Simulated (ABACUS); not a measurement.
## Fe under changes of volume

One of the cells (12.019 Å³/atom); the others are scaled copies at fixed shape and fractional positions:

```
CELL_PARAMETERS angstrom
-1.44300 1.44300 1.44300
1.44300 -1.44300 1.44300
1.44300 1.44300 -1.44300
ATOMIC_POSITIONS crystal
Fe 0.00000 0.00000 0.00000
```

* Program: ABACUS 3.10.1
* Functional: PBE
* Potentials or basis: PseudoDojo NC SR 0.4.1 PBE standard
* Cutoff: 1361 eV
* Density cutoff: 5442 eV
* Basis: DZP LCAO (the cutoffs set its grid)
* k mesh: 13 × 13 × 13
* Occupations: fermi-dirac, width 0.05 eV
* Spin: collinear spin, ferromagnetic start
* Starting moments: [3.0] μB

| volume (Å³/atom) | energy over the lowest point (meV/atom) | pressure (GPa) | moment (μB per cell) |
| --- | --- | --- | --- |
| 11.298 | 1.23 | 2.4 | 2.21 |
| 11.538 | 0.00 | -0.6 | 2.29 |
| 11.778 | 2.78 | -3.3 | 2.36 |
| 12.019 | 9.57 | -4.8 | 2.46 |
| 12.259 | ? | ? | ? |
| 12.499 | 26.83 | -8.0 | 2.60 |
| 12.740 | 40.35 | -10.3 | 2.63 |

Task: What does the run at 12.259 Å³/atom give?

Result: Energy over the lowest point 16.91 meV/atom; pressure -5.9 GPa; moment 2.56 μB per cell.

Worked out: A Birch-Murnaghan fit of order 3 (a polynomial in V^(-2/3)) to the other rows has its minimum at 11.46 Å³/atom with B0 = V·E''(V) = 113 GPa and B' = 5.5. It gives 17.01 meV/atom at 12.259 Å³/atom, against the run's 16.91, and -dE/dV = -6.3 GPa, against -5.9. A parabola through the other rows of the moment, of slope 0.275 μB per Å³/atom there, gives 2.52 μB, against the run's 2.56.

Energies are extrapolated to zero smearing.

Caveats: the atomic orbitals were generated for these runs and aren't a published set; the basis of atomic orbitals isn't converged, which shifts pressures, moduli and gaps.
